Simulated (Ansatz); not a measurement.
# 3-layer 1T-ZrSSe (AA) in a perpendicular field

Aim: how the 3-layer 1T-ZrSSe (AA) screens a field along its normal, and what the field does to its bands. A positive field points along +c.

Main program and level: Ansatz 0.2.0; plane-wave DFT, PBE-D3(BJ), Ansatz PAW.

### 1. Starting point

The cell holds 9 atoms: 3 Se, 3 Zr and 3 S. Its edges and angles: a = 3.740 Å, b = 3.740 Å, c = 63.007 Å, α = 90.0°, β = 90.0°, γ = 120.0°. Regions: layer 1: 1T-ZrSSe, 3 atoms (1 Se, 1 Zr and 1 S); layer 2: 1T-ZrSSe, 3 atoms (1 Se, 1 Zr and 1 S); layer 3: 1T-ZrSSe, 3 atoms (1 Se, 1 Zr and 1 S). Vacuum lies along c.

### 2. Relaxing the slab

The starting cell is a guess, so the in-plane lattice and the atoms are relaxed first, with the slab cut off from its images along the normal.

input.yaml reads:

```yaml
crystal:
  lattice:
    - [3.74, 0.0, 0.0]
    - [-1.87, 3.2389350102, 0.0]
    - [0.0, 0.0, 63.0067733427]
  atoms:
    - { symbol: Se, position: [0.6666666667, 0.3333333333, 0.3729757731] }
    - { symbol: Zr, position: [0.0, 0.0, 0.4011422802] }
    - { symbol: S, position: [0.3333333333, 0.6666666667, 0.4253869284] }
    - { symbol: Se, position: [0.6666666667, 0.3333333333, 0.4737944224] }
    - { symbol: Zr, position: [0.0, 0.0, 0.5019609293] }
    - { symbol: S, position: [0.3333333333, 0.6666666667, 0.5262055776] }
    - { symbol: Se, position: [0.6666666667, 0.3333333333, 0.5746130716] }
    - { symbol: Zr, position: [0.0, 0.0, 0.6027795786] }
    - { symbol: S, position: [0.3333333333, 0.6666666667, 0.6270242269] }
  periodic: [true, true, false]
kpoints:
  mp_grid: { grid: [12, 12, 1] }
hamiltonian:
  xc: pbe
  dispersion: d3bj
scf:
  occupations: { method: fermi_dirac, width: 0.05 }
  convergence: { dr2_threshold: 1.0e-09 }
relax:
  f_tol: 0.004
  max_steps: 90
  cell: {}
output:
  write_potential: true
  write_density: true
  volumetric_format: npy
```

Started as:

```console
$ ansatz run input.yaml --threads 4 --pin off --max-ram 8192MiB --backend cpu --events-out ev --progress --plain --runs-dir out
```

Numbers of over 12 decimals in the logs are rounded to 6 here.

The program printed:

```text
Warning: relax.cell: scf.convergence.dr2_threshold = 1e-9 eV is looser than the 1.33066754317e-10 eV advised for a relaxation that steers and ends on the stress (1e-10 eV for each atom of the cell: 9, times the square of relax.cell.stress_2d_tol = 0.05 N/m over 26.0 Å (the atoms' height at the walk's start and 5 Å past either face), 1.923e-2 GPa, over a crystal's default 0.05). What an SCF threshold leaves in a stress goes as its square root, and in the free energy as the threshold itself, and one threshold admits the most on a small cell: [figures from the program's tests cut] Set scf.convergence.dr2_threshold to 1.33066754317e-10 eV or tighter. [rest of the remark cut]
Engine: ansatz 0.2.0, x86_64-unknown-linux-gnu
Pseudopotentials: kind: paw
Pseudopotential: Se, paw, valence charge 16, recommended cutoff 420 eV (normal), Se.paw.azcp
Pseudopotential: Zr, paw, valence charge 12, recommended cutoff 420 eV (normal), Zr.paw.azcp
Pseudopotential: S, paw, valence charge 6, recommended cutoff 420 eV (normal), S.paw.azcp
Functional definition: PBE
  parameter kappa = 0.804
  parameter beta = 0.066725
  exchange = pbe_x(kappa = kappa, mu = beta*pi^2/3)
  correlation = pbe_c(beta = beta)
Crystal: 9 atoms, lattice volume = 763.240 Å³
Basis set: ecut = 420 eV, 14995 PW (Γ), exchange–correlation on 50×50×864 points (8 copies of the dense FFT grid, shifted against one another)
Bands: 62, of which v1, the nominal top of the filled ones, is band 51 counted from 1 (50 counted from 0)
Symmetry: 6 space group operations
Space group: P3m1 (ITA 156), of the structure as read, at distance tolerance 9.1e-5 Å
k-points: 19 of 144 (time reversal used)
Non-local potential: Se, projectors of the file, l = 0: 2, l = 1: 2, l = 2: 3, l = 3: 1
Non-local potential: Zr, projectors of the file, l = 0: 3, l = 1: 2, l = 2: 2, l = 3: 2
Non-local potential: S, projectors of the file, l = 0: 2, l = 1: 2, l = 2: 2
PAW form: soft (Blöchl's): semilocal exchange-correlation on the pseudo side does not see the compensation charge
PAW one-centre angular grid: Se, 590 points (default); XC on 64 Gauss nodes
PAW one-centre angular grid: Zr, 590 points (default); XC on 64 Gauss nodes
PAW one-centre angular grid: S, 110 points (default); XC on 64 Gauss nodes
Initial density: superposition of atomic densities (neutral atoms: chi_scale 0, normalization atom), corrected by the library's trained network
Initial wavefunctions: pseudopotential atomic-orbital guess
Functional: x = pbe(κ = 0.804, μ = 0.219515), c = pbe(β = 0.066725)
SCF iter   1: F=—  HF=-31680.311109 eV  |F-HF|=—  |Δ(HF+E_count)|=         —  Δρ=9.65e-4  dr2=5.54e-2  ethr=1.77e-3  ⟨swp⟩=9.4  Hψ=5572  notcnv=0  defer=11
preconditioner: auto → LDOS  [insulator: Δε(μ)=0.201 eV  Ē_g=7.059 eV  σ=0.050 eV  W_gap=0.75  n_scr=68 (ndim 8)  ℏωp=9.3 eV  f_vac=0.691  D(μ)=0.24/eV (n_scr^D=4)  ε∞_Penn≈2.7  β→1.0]
SCF iter   2: F=—  HF=-31680.374763 eV  |F-HF|=—  |Δ(HF+E_count)|=   6.37e-2  Δρ=2.97e-3  dr2=7.72e-1  ethr=5.43e-5  ⟨swp⟩=4.1  Hψ=3142  notcnv=0  defer=36
SCF iter   3: F=—  HF=-31680.311417 eV  |F-HF|=—  |Δ(HF+E_count)|=   6.33e-2  Δρ=9.92e-4  dr2=5.17e-2  ethr=5.43e-5  ⟨swp⟩=3.7  Hψ=2421  notcnv=0  defer=36
SCF iter   4: F=—  HF=-31680.304707 eV  |F-HF|=—  |Δ(HF+E_count)|=   6.71e-3  Δρ=1.64e-4  dr2=8.10e-4  ethr=5.06e-5  ⟨swp⟩=1.9  Hψ=1545  notcnv=0  defer=34
SCF iter   5: F=—  HF=-31680.305501 eV  |F-HF|=—  |Δ(HF+E_count)|=   7.94e-4  Δρ=1.75e-4  dr2=9.15e-4  ethr=7.94e-7  ⟨swp⟩=3.1  Hψ=2263  notcnv=0  defer=34
SCF iter   6: F=—  HF=-31680.305411 eV  |F-HF|=—  |Δ(HF+E_count)|=   8.99e-5  Δρ=7.27e-5  dr2=1.23e-4  ethr=7.94e-7  ⟨swp⟩=2.9  Hψ=1773  notcnv=0  defer=34
SCF iter   7: F=—  HF=-31680.305393 eV  |F-HF|=—  |Δ(HF+E_count)|=   1.80e-5  Δρ=2.93e-5  dr2=1.14e-5  ethr=1.21e-7  ⟨swp⟩=2.8  Hψ=1744  notcnv=0  defer=34
SCF iter   8: F=—  HF=-31680.305375 eV  |F-HF|=—  |Δ(HF+E_count)|=   1.88e-5  Δρ=1.85e-5  dr2=1.43e-5  ethr=1.12e-8  ⟨swp⟩=3.6  Hψ=2619  notcnv=0  defer=34
SCF iter   9: F=—  HF=-31680.305374 eV  |F-HF|=—  |Δ(HF+E_count)|=   7.03e-7  Δρ=6.49e-6  dr2=2.68e-6  ethr=1.12e-8  ⟨swp⟩=2.5  Hψ=1646  notcnv=0  defer=34
SCF iter  10: F=—  HF=-31680.305639 eV  |F-HF|=—  |Δ(HF+E_count)|=   2.65e-4  Δρ=1.78e-6  dr2=2.72e-7  ethr=2.63e-9  ⟨swp⟩=2.4  Hψ=1580  notcnv=0  defer=34
SCF iter  11: F=—  HF=-31680.305639 eV  |F-HF|=—  |Δ(HF+E_count)|=   4.36e-8  Δρ=1.85e-6  dr2=1.93e-7  ethr=2.67e-10  ⟨swp⟩=3.1  Hψ=1933  notcnv=0  defer=34
SCF iter  12: F=—  HF=-31680.305639 eV  |F-HF|=—  |Δ(HF+E_count)|=   2.37e-8  Δρ=5.88e-7  dr2=3.03e-8  ethr=1.89e-10  ⟨swp⟩=2.4  Hψ=1514  notcnv=0  defer=34
SCF iter  13: F=—  HF=-31680.305639 eV  |F-HF|=—  |Δ(HF+E_count)|=   4.03e-9  Δρ=3.48e-7  dr2=1.03e-8  ethr=2.97e-11  ⟨swp⟩=2.5  Hψ=1574  notcnv=0  defer=34
SCF iter  14: F=-31680.305639 eV  HF=-31680.305639 eV  |F-HF|=1.79e-9  |Δ(HF+E_count)|=   2.90e-9  Δρ=1.80e-7  dr2=4.75e-10  ethr=1.00e-12  ⟨swp⟩=9.2  Hψ=8411  notcnv=0
SCF 1 converged in 14 iterations: F = -31680.305639 eV  dr2 = 4.75e-10
  greatest PAW one-centre occupation: 1.000 electrons in one spin orbital (limit 2), on the Se atom at site 3 (counted from 0), in its partial waves of l = 2
relax step   1: F+E_penalty+E_count = -31680.30563886 eV  Δ(F+E_penalty+E_count) = +0.000e0 eV  max|allowed force component| = 1.393e0 eV/Å  Δτ_max = 0.0000 Å  P = -11.694 N/m  Ω = 763.240 Å³  fix = [c, alpha, beta]  reactions: c -0.000 N/m  (14 SCF iters, accepted)
Crystal: 9 atoms, lattice volume = 747.032 Å³
Basis set: ecut = 420 eV, 14659 PW (Γ), exchange–correlation on 50×50×864 points (8 copies of the dense FFT grid, shifted against one another)
Initial density: handed on by an earlier stage of this run
Initial wavefunctions: those handed on with the density
iter 1 solved again at ethr=9.20e-4 eV; its pass at ethr=3.10e-3 eV (dr2=9.38e-1 eV) is discarded
SCF iter   1: F=—  HF=-31680.999841 eV  |F-HF|=—  |Δ(HF+E_count)|=         —  Δρ=5.63e-3  dr2=9.43e-1  ethr=9.20e-4  ⟨swp⟩=2.2  Hψ=7563  notcnv=0
preconditioner: auto → Resta (q_TF=auto, 1.958 Å⁻¹)  ε∞=2.6  [insulator: Δε(μ)=0.565 eV  Ē_g=7.439 eV  σ=0.050 eV  W_gap=0.99  n_scr=38 (ndim 8)  ℏωp=9.4 eV  f_vac=0.697  D(μ)=0.01/eV (n_scr^D=0)  ε∞_Penn≈2.6  vacuum switching on, ρ_ref=4.0e-3 e/Å³]
SCF iter   2: F=—  HF=-31680.836864 eV  |F-HF|=—  |Δ(HF+E_count)|=   1.63e-1  Δρ=3.06e-3  dr2=1.38e-1  ethr=9.20e-4  ⟨swp⟩=5.0  Hψ=2322  notcnv=0  defer=1
SCF iter   3: F=—  HF=-31680.808904 eV  |F-HF|=—  |Δ(HF+E_count)|=   2.80e-2  Δρ=1.14e-3  dr2=1.60e-2  ethr=1.36e-4  ⟨swp⟩=4.8  Hψ=2669  notcnv=0  defer=23
[...]
SCF iter  16: F=—  HF=-31680.960647 eV  |F-HF|=—  |Δ(HF+E_count)|=   1.13e-9  Δρ=2.19e-7  dr2=3.23e-9  ethr=1.00e-12  ⟨swp⟩=11.3  Hψ=8129  notcnv=0
SCF iter  17: F=-31680.960647 eV  HF=-31680.960647 eV  |F-HF|=6.91e-10  |Δ(HF+E_count)|=  7.13e-10  Δρ=9.45e-8  dr2=1.12e-10  ethr=1.00e-12  ⟨swp⟩=7.9  Hψ=7027  notcnv=0
SCF 3 converged in 17 iterations: F = -31680.960647 eV  dr2 = 1.12e-10
relax step   3: F+E_penalty+E_count = -31680.96064675 eV  Δ(F+E_penalty+E_count) = -1.545e-1 eV  max|allowed force component| = 8.900e-2 eV/Å  Δτ_max = 0.1903 Å  P = -0.875 N/m  Ω = 744.805 Å³  energy of the carried Pulay correction = +4.463e-4 eV  fix = [c, alpha, beta]  reactions: c -0.000 N/m  (17 SCF iters, accepted)
[...]
relax step   4: F+E_penalty+E_count = -31680.99683987 eV  Δ(F+E_penalty+E_count) = -3.619e-2 eV  max|allowed force component| = 7.676e-2 eV/Å  Δτ_max = 0.1937 Å  P = -0.088 N/m  Ω = 741.152 Å³  energy of the carried Pulay correction = +5.361e-4 eV  fix = [c, alpha, beta]  reactions: c -0.000 N/m  (17 SCF iters, accepted)
[...]
relax step   5: F+E_penalty+E_count = -31681.00393603 eV  Δ(F+E_penalty+E_count) = -7.096e-3 eV  max|allowed force component| = 3.739e-2 eV/Å  Δτ_max = 0.1950 Å  P = +0.014 N/m  Ω = 742.910 Å³  energy of the carried Pulay correction = +4.929e-4 eV  fix = [c, alpha, beta]  reactions: c +0.000 N/m  (15 SCF iters, accepted)
[...]
relax step   6: F+E_penalty+E_count = -31681.00521812 eV  Δ(F+E_penalty+E_count) = -1.282e-3 eV  max|allowed force component| = 8.952e-2 eV/Å  Δτ_max = 0.0756 Å  P = +0.204 N/m  Ω = 743.743 Å³  energy of the carried Pulay correction = +4.724e-4 eV  fix = [c, alpha, beta]  reactions: c +0.000 N/m  (13 SCF iters, accepted)
[...]
relax step   7: F+E_penalty+E_count = -31681.00613120 eV  Δ(F+E_penalty+E_count) = -9.131e-4 eV  max|allowed force component| = 3.144e-3 eV/Å  Δτ_max = 0.0155 Å  P = -0.010 N/m  Ω = 743.213 Å³  energy of the carried Pulay correction = +4.854e-4 eV  fix = [c, alpha, beta]  reactions: c -0.000 N/m  (10 SCF iters, accepted)
Initial wavefunctions: pseudopotential atomic-orbital guess (no wavefunctions were taken with the density)
iter 1 solved again at ethr=5.89e-8 eV; its pass at ethr=3.10e-3 eV (dr2=6.01e-5 eV) is discarded
SCF iter   1: F=—  HF=-31681.005298 eV  |F-HF|=—  |Δ(HF+E_count)|=         —  Δρ=1.24e-5  dr2=1.41e-7  ethr=5.89e-8  ⟨swp⟩=6.6  Hψ=11494  notcnv=0
preconditioner: auto → Resta (q_TF=auto, 1.959 Å⁻¹)  ε∞=2.6  [insulator: Δε(μ)=0.483 eV  Ē_g=7.509 eV  σ=0.050 eV  W_gap=0.98  n_scr=38 (ndim 8)  ℏωp=9.4 eV  f_vac=0.709  D(μ)=0.02/eV (n_scr^D=0)  ε∞_Penn≈2.6  vacuum switching on, ρ_ref=4.1e-3 e/Å³]
SCF iter   2: F=—  HF=-31681.005579 eV  |F-HF|=—  |Δ(HF+E_count)|=   2.80e-4  Δρ=6.42e-6  dr2=5.79e-8  ethr=1.38e-10  ⟨swp⟩=4.0  Hψ=3143  notcnv=0
SCF iter   3: F=—  HF=-31681.005579 eV  |F-HF|=—  |Δ(HF+E_count)|=   1.09e-7  Δρ=2.36e-6  dr2=1.58e-7  ethr=5.68e-11  ⟨swp⟩=3.3  Hψ=2234  notcnv=0  recentre
SCF iter   4: F=—  HF=-31681.005579 eV  |F-HF|=—  |Δ(HF+E_count)|=   8.13e-9  Δρ=1.25e-6  dr2=7.14e-9  ethr=5.68e-11  ⟨swp⟩=2.5  Hψ=1586  notcnv=0
SCF iter   5: F=-31681.005579 eV  HF=-31681.005579 eV  |F-HF|=4.37e-10  |Δ(HF+E_count)|=   4.23e-9  Δρ=3.17e-7  dr2=5.30e-10  ethr=1.00e-12  ⟨swp⟩=15.3  Hψ=10175  notcnv=0
SCF 8 converged in 5 iterations: F = -31681.005579 eV  dr2 = 5.30e-10
relax step   8: F+E_penalty+E_count = -31681.00557863 eV  Δ(F+E_penalty+E_count) = +5.526e-4 eV  max|allowed force component| = 3.038e-3 eV/Å  Δτ_max = 0.0000 Å  P = -0.008 N/m  Ω = 743.213 Å³  fix = [c, alpha, beta]  reactions: c -0.000 N/m  stress off target by 8.06e-3 N/m on what of the cell is left free  SCF on the basis re-selected at this cell (its energy is not comparable with the rows above)  (5 SCF iters)
basis re-selected at this cell: Δ(F+E_penalty+E_count) = +5.526e-4 eV, ΔP = +0.002 N/m vs the last step (what re-selecting the basis moved, of the pressure what is left beyond the Pulay correction that the steps carried, after the strain that the cell walked since its last selection, with what the two solves' SCF thresholds leave and, on support functions, any second-order correction that the steps lacked; it is no m [...]
WARN: The output density's exchange-correlation potential varies sharply where the density is thin. Do not read a vacuum level from v_tot or v_xc, or from such a field of the output density. On a cell that repeats whose density bears no net charge and no dipole along the vacuum's axis use v_es (v_loc + v_h of the components); under efield.dipole_correction with no amplitude use v_es + v_field, which holds any externa [...]
SCF converged after 5 iterations
Free energy (F): -31681.005579 eV
Harris-Foulkes:  -31681.005579 eV  (|F-HF|=4.37e-10)
Internal energy: -31681.005272 eV  (E = F + TS)
E sigma→0 (E₀):  -31681.005426 eV
Entropy (-TS):   -0.000306 eV (-0.034 meV/atom)
Fermi energy:    -5.529150 eV
--- Per-component energies (eV) ---
  E_band       = -3013.629409
  E_kinetic    = 1677.393137
  E_local      = -809693.582504  (includes V_loc(G=0)·N_el)
  E_nonlocal   = -1468.873588
  E_hartree    = 403600.209584
  E_xc         = -1092.869186
  E_vxc        = -1134.482666  (∫ρ·V_xc dr)
  E_paw        = -16393.817957  (= ΣΔE_a)
  E_vpaw       = 405.497782  (= ΣTr[D̂ρ^β])
  E_aug_tail   = -0.001684  (compensation charges beyond the density's cutoff)
  E_ewald      = 391693.594055
  E_disp       = -3.057129  (pairwise vdW)
  E_smearing   = -0.000306  (= −TS)
  E_closure    = 0.000000  (closes the sum)
  Σ components = -31681.005579   (vs F -31681.005579, Δ=0.00e0)
--- Forces (eV/Å), atoms counted from 1 ---
  atom   1  Se     0.00000000    -0.00000000     0.00166589
  atom   2  Zr    -0.00000000     0.00000000    -0.00018053
  atom   3  S     -0.00000000     0.00000000    -0.00006594
  atom   4  Se     0.00000000    -0.00000000     0.00110926
  atom   5  Zr    -0.00000000     0.00000000     0.00231145
  atom   6  S     -0.00000000     0.00000000    -0.00303890
  atom   7  Se     0.00000000    -0.00000000    -0.00011241
  atom   8  Zr    -0.00000000     0.00000000     0.00056124
  atom   9  S     -0.00000000     0.00000000    -0.00226047
  max |Σ_I F_I| component: 1.04e-5 eV/Å
--- 2D stress c σ (N/m, compression-positive) ---
       -0.008062       0.000000      -0.000000
        0.000000      -0.008062       0.000000
       -0.000000       0.000000      -0.000000
  P = ½ c Tr σ = -0.0081 N/m
--- Band table (eV; the first three rows and the last of 19) ---
  k-point 0: bands = [... 47 lower, -5.8132, -5.8132, -5.7485, -5.7485, -4.5681, -4.5681, -4.5450, -4.5450, ... 7 higher]
  k-point 1: bands = [... 47 lower, -6.1600, -6.0644, -6.0513, -5.9789, -4.5017, -4.4717, -4.4555, -4.2960, ... 7 higher]
  k-point 2: bands = [... 47 lower, -6.5211, -6.4397, -6.3606, -6.1425, -4.5933, -4.5815, -4.5659, -3.8073, ... 7 higher]
  k-point 18: bands = [... 47 lower, -7.8546, -7.8091, -7.7957, -7.5677, -3.7800, -3.7515, -3.7371, -3.4383, ... 7 higher]
  the weakly bound empty levels are not read free of the cell's end (no_gap_told)
--- Relaxed structure (7 steps of the walk, 7 accepted, 1 SCFs on fresh bases) ---
  F+E_penalty+E_count = -31681.00557863 eV   max|allowed force component| = 3.038e-3 eV/Å   (the final SCF, on the basis selected at the relaxed cell)
  cell:  # Å, volume = 743.2126 Å³
    - [3.690605, 0, 0]
    - [-1.845303, 3.196158, 0]
    - [0, 0, 63.0067733427]
  atoms:
    - { symbol: Se, position: [0.666667, 0.333333, 0.382093] }
    - { symbol: Zr, position: [1.5460483798865574e-17, 0, 0.408301] }
    - { symbol: S, position: [0.333333, 0.666667, 0.430591] }
    - { symbol: Se, position: [0.666667, 0.333333, 0.475808] }
    - { symbol: Zr, position: [0, 0, 0.501925] }
    - { symbol: S, position: [0.333333, 0.666667, 0.524228] }
    - { symbol: Se, position: [0.666667, 0.333333, 0.569441] }
    - { symbol: Zr, position: [-1.5547017860848812e-17, 0, 0.595581] }
    - { symbol: S, position: [0.333333, 0.666667, 0.617915] }
```

Wall time 8 min (4 threads of Intel Xeon at 2.50GHz (Skylake/Cascade Lake), shared host); peak memory 1.8 GiB.

Step by step:

| step | energy less that of the first step (eV) | largest force component (eV/Å) | volume (Å³) |
| --- | --- | --- | --- |
| 1 | 0.0000 | 1.3927 | 763.24 |
| 2 | -0.5005 | 0.7664 | 747.03 |
| 3 | -0.6550 | 0.0890 | 744.80 |
| 4 | -0.6912 | 0.0768 | 741.15 |
| 5 | -0.6983 | 0.0374 | 742.91 |
| 6 | -0.6996 | 0.0895 | 743.74 |
| 7 | -0.7005 | 0.0031 | 743.21 |
| 8* | -0.6999 | 0.0030 | 743.21 |

Relaxation steps marked * repeat the geometry before them on a plane-wave basis chosen anew for their cell, so energy and pressure can jump there.

The run keeps the 6 symmetry operations that it works with, so distortions that break them were not tested.

| cell as run | before | after | change |
| --- | --- | --- | --- |
| a (Å) | 3.740 | 3.691 | -1.3 % |
| b (Å) | 3.740 | 3.691 | -1.3 % |

The atoms that moved most (Å, along periodic axes as changes of fractional coordinates times the final cell, across vacuum about the mean position):

| atom | dx | dy | dz | length |
| --- | --- | --- | --- | --- |
| Se1 | 0.000 | 0.000 | 0.574 | 0.574 |
| S9 | 0.000 | 0.000 | -0.574 | 0.574 |
| Zr8 | 0.000 | 0.000 | -0.454 | 0.454 |
| Zr2 | 0.000 | 0.000 | 0.451 | 0.451 |
| S3 | 0.000 | 0.000 | 0.328 | 0.328 |
| Se7 | 0.000 | 0.000 | -0.326 | 0.326 |
| Se4 | 0.000 | 0.000 | 0.127 | 0.127 |
| S6 | 0.000 | 0.000 | -0.125 | 0.125 |

Numbers from this step:

```yaml
energy_at_zero_smearing: -31681.0054 eV
```

The lattice constant a goes from 3.740 to 3.691 Å.

(Continued in part 2 of 2.)

[Logs are printed without paths, hosts, clocks, repeated set-up lines and the standing remarks that a program may print on its own settings, such as how far it seeks lower states.]

[Hosts, paths, dates, database ids (printed as entryN), source tags and the programs' standing remarks are cut or masked in the printed files.]

[Maps of the electrostatic potential energy from Ansatz leave out the sawtooth potential of an applied field or a dipole correction, so their vacuum need not be flat; planar profiles and work functions include it.]
